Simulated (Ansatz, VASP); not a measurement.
## Pd: VASP beside Ansatz

```
Pd
1.0
    -1.52840    1.52840    1.52840
     1.52840   -1.52840    1.52840
     1.52840    1.52840   -1.52840
Pd
1
Direct
  0.00000 0.00000 0.00000
```

Alike in both runs: task single point; functional LDA; k mesh 16 × 16 × 16; occupations fermi-dirac, width 0.1 eV; no spin polarisation.

```csv
,VASP,Ansatz
version,VASP 6.6.1,Ansatz 0.2.0
potentials or method,"VASP PAW LDA potentials, release 64 (Pd)","plane waves (420 eV) with PAW, scalar-relativistic"
plane-wave cutoff (eV),520,420
valence electrons in the cell,10,18
```

|  | VASP | Ansatz | Ansatz less VASP |
| --- | --- | --- | --- |
| pressure (GPa) | 0.2 | 0.0 | -0.23 |

The two sets of potentials don't hold the same shells in valence. Ansatz warned: «pseudo_functional_mismatch».
